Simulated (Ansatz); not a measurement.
A crystal relaxed with r2SCAN in Ansatz has space group Fm-3m (No. 225) and a = 5.439 Å.

```json
{"atom": "Xx", "site": "4a", "x": "0.0000", "y": "0.0000", "z": "0.0000"}
{"atom": "F", "site": "8c", "x": "0.2500", "y": "0.7500", "z": "0.7500"}
```

With r2SCAN the valence top lies at X and the conduction bottom at Γ, 8.03 eV higher; the smallest vertical gap, at Γ, is 8.29 eV. HSE06 gives an indirect gap of 9.45 eV, from X to Γ; the least direct gap is 9.72 eV at Γ. PBE gives an indirect gap of 7.38 eV, from X to Γ; the least direct gap is 7.63 eV at Γ. Meshes: r2SCAN 8×8×8, HSE06 6×6×6, PBE 8×8×8. r2SCAN's ε∞ is 2.2 in all directions.

Q: Which element is Xx?
A. Ba
B. Mg
C. Ca
D. Be

A: C. Xx is Ca: CaF₂ (fluorite). Around Ca lie 8 F at 2.36 Å; around F lie 4 Ca at 2.36 Å.

Spin-unpolarised throughout; all numbers are computed.

The meshes of the hybrids are coarse, so their gaps aren't converged to the digits shown.
